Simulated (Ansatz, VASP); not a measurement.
## Tl in VASP and in Ansatz

Contents of INCAR:

```
SYSTEM = Tl
ALGO     = Normal         ! electronic algorithm
EDIFF    = 1E-6           ! SCF threshold, eV
ENCUT    = 520            ! plane-wave cutoff, eV
GGA      = RE             ! functional
ISIF     = 2              ! what is computed and relaxed
ISMEAR   = -1             ! smearing method
LASPH    = .True.         ! aspherical terms in the spheres
LCHARG   = .False.        ! write CHGCAR
LREAL    = .False.        ! projectors in reciprocal space
LWAVE    = .False.        ! write WAVECAR
NBANDS   = 12             ! bands
NELM     = 80             ! most SCF steps
PREC     = Accurate       ! precision mode
SIGMA    = 0.1            ! smearing width, eV
```

File KPOINTS:

```
k-points
0
Gamma
  11 11 11
  0 0 0
```

The input POSCAR:

```
Tl
1.0
    3.2653017397      0.0000000000      0.0000000000
    0.0000000000      3.2653017397      0.0000000000
    0.0000000000      0.0000000000      3.2653017397
Tl
1
Direct
    0.0000000000      0.0000000000      0.0000000000
```

Input for Ansatz:

```yaml
crystal:
  lattice:
    - [3.2653017397, 0.0, 0.0]
    - [0.0, 3.2653017397, 0.0]
    - [0.0, 0.0, 3.2653017397]
  atoms:
    - { symbol: Tl, position: [0.0, 0.0, 0.0] }
hamiltonian:
  xc: revpbe
  pseudopotentials:
    kind: paw
    azcp:
      Tl: "pseudopotentials/Tl.paw.azcp"
basis:
  ecutwfc: 420
  fft_grid_basis: typed
kpoints:
  mp_grid: { grid: [11, 11, 11], shift: [0, 0, 0] }
magnetization:
  spin_polarized: false
scf:
  occupations: { method: fermi_dirac, width: 0.1 }
  lower_state_search: "off"
output:
  stress: true
  write_density: true
  write_potential: true
  elf: true
  volumetric_format: npy
```

Alike in both runs: task single point; functional revPBE; k mesh 11 × 11 × 11; occupations fermi-dirac, width 0.1 eV; no spin polarisation.

```csv
,VASP,Ansatz
version,VASP 6.6.1,Ansatz 0.2.0
potentials or method,"VASP PAW PBE potentials, release 64 (Tl_d)","plane waves (420 eV) with PAW, scalar-relativistic"
plane-wave cutoff (eV),520,420
valence electrons in the cell,13,13
```

```tsv
	VASP	Ansatz	Ansatz less VASP
pressure (GPa)	0.8	0.9	+0.05
```

The functional is the same, so the differences come from potentials, cutoffs and numerics.

Caveats: the PAW data sets were made with another functional, which shifts forces and pressure a little (VASP). Spin-orbit coupling is left out, which matters for the levels of Tl.
